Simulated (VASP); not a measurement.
## WS2 (Tungstenite): band structure with PBE0

WS2 (Tungstenite):

```
W S
1.0
     3.15410    0.00000    0.00000
    -1.57705    2.73153    0.00000
     0.00000    0.00000   12.14229
W S
2 4
Direct
  0.33333 0.66667 0.25000
  0.66667 0.33333 0.75000
  0.33333 0.66667 0.62030
  0.66667 0.33333 0.12030
  0.33333 0.66667 0.87970
  0.66667 0.33333 0.37970
```

| Item | Value |
| --- | --- |
| Program | VASP 6.6.1 |
| Task | band structure |
| Functional | PBE0 |
| Potentials or basis | VASP PAW PBE potentials, release 64 (W_sv, S) |
| Cutoff | 520 eV |
| k mesh | 6 × 6 × 2 |
| Occupations | gaussian, width 0.03 eV |
| Spin | no spin polarisation |
| Grid for exact exchange (PRECFOCK) | Fast |
| Exchange at q = 0 | truncated |
| Further INCAR settings | ALGO = Normal; EDIFF = 1e-06; NBANDS = 35 |

```
Pressure                : -1.0 GPa
Largest force           : 0.555 eV/Å
Band gap on the k mesh  : 2.08 eV, indirect (least direct gap 3.03 eV)
Band gap along the path : 2.43 eV, indirect (least direct gap 3.03 eV)
```

Forces on the atoms (eV/Å):
```
W    0.000  0.000  0.000
W    0.000  0.000  0.000
S    0.000  0.000  0.555
S    0.000  0.000  0.555
S    0.000  0.000 -0.555
S    0.000  0.000 -0.555
```

Stress tensor (GPa, compression positive):
```
-0.96  0.00  0.00
 0.00 -0.96  0.00
 0.00  0.00 -1.20
```

Levels at points of the mesh, in eV from the valence-band top:
| k point | band 23 | band 24 | band 25 | band 26 | band 27 | band 28 | band 29 | band 30 |
| --- | --- | --- | --- | --- | --- | --- | --- | --- |
| (0.00, 0.00, 0.00) | -2.49 | -1.75 | -1.44 | 0.00 | 3.62 | 3.62 | 3.65 | 3.65 |
| (0.50, 0.00, 0.00) | -2.37 | -2.10 | -2.09 | -1.83 | 3.65 | 3.71 | 3.92 | 4.29 |
| (0.00, 0.00, 0.50) | -2.53 | -2.53 | -0.37 | -0.37 | 3.62 | 3.62 | 3.62 | 3.62 |
| (0.50, 0.00, 0.50) | -2.24 | -2.24 | -1.94 | -1.94 | 3.67 | 3.67 | 4.14 | 4.14 |

It took 20 min on 4 MPI ranks on Intel(R) Xeon(R) 6975P-C (Granite Rapids), with other jobs on the host, peak memory 0.34 GiB a rank.

Caveat: the PAW data sets were made with another functional, which shifts forces and pressure a little; spin-orbit coupling is left out, which moves the levels of the heavy elements; this functional lacks dispersion, which binds the layers, so the pressure and a relaxed spacing across them are unreliable.
